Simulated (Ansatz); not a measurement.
MoS2 under changes of volume

One of the cells (50.735 Å³/atom); the others are scaled copies at fixed shape and fractional positions:

```
Mo S
1.0
     3.18413    0.00000    0.00000
    -1.59206    2.75753    0.00000
     0.00000    0.00000   17.33460
Mo S
1 2
Cartesian
  0.0000 0.0000 0.0000
  0.0000 1.8384 15.7833
  0.0000 1.8384 1.5513
```

| Quantity | Value |
| --- | --- |
| Program | Ansatz 0.2.0 |
| Functional | PBEsol |
| Potentials or basis | Ansatz PAW |
| Cutoff | 420 eV (not typed: the program's choice for these potentials) |
| k mesh | 10 × 10 × 2 |
| Occupations | fermi-dirac, width 0.05 eV |
| Spin | no spin polarisation |

```tsv
volume (Å³/atom)	energy over the lowest point (meV/atom)	gap on the mesh (eV)	largest force (eV/Å)
47.690	13.84	1.90	0.963
48.705	3.00	1.84	0.563
49.720	0.00	1.79	0.193
50.735	4.04	1.73	0.148
51.749	14.37	1.68	0.464
52.764	?	?	?
53.779	51.38	1.58	1.025
```

Q: What does the run at 52.764 Å³/atom give?

A: Energy over the lowest point 30.35 meV/atom; gap on the mesh 1.63 eV; largest force 0.756 eV/Å.

Worked out: A Birch-Murnaghan fit of order 3 (a polynomial in V^(-2/3)) to the other rows has its minimum at 49.63 Å³/atom with B0 = V·E''(V) = 55 GPa and B' = 4.4 at fixed shape and positions, which overstates the stiffness. It gives 30.34 meV/atom at 52.764 Å³/atom, against the run's 30.35. A straight line through the other rows of the gap, of slope -2.66 eV per unit of ln V, gives 1.63 eV, against the run's 1.63.

Energies are extrapolated to zero smearing.

Caveats: the PAW data sets come from PBE, with cores solved anew for the run's functional, which leaves a small shift of forces and pressure.

A mesh can miss the band edges. Spin-orbit coupling on Mo is left out.
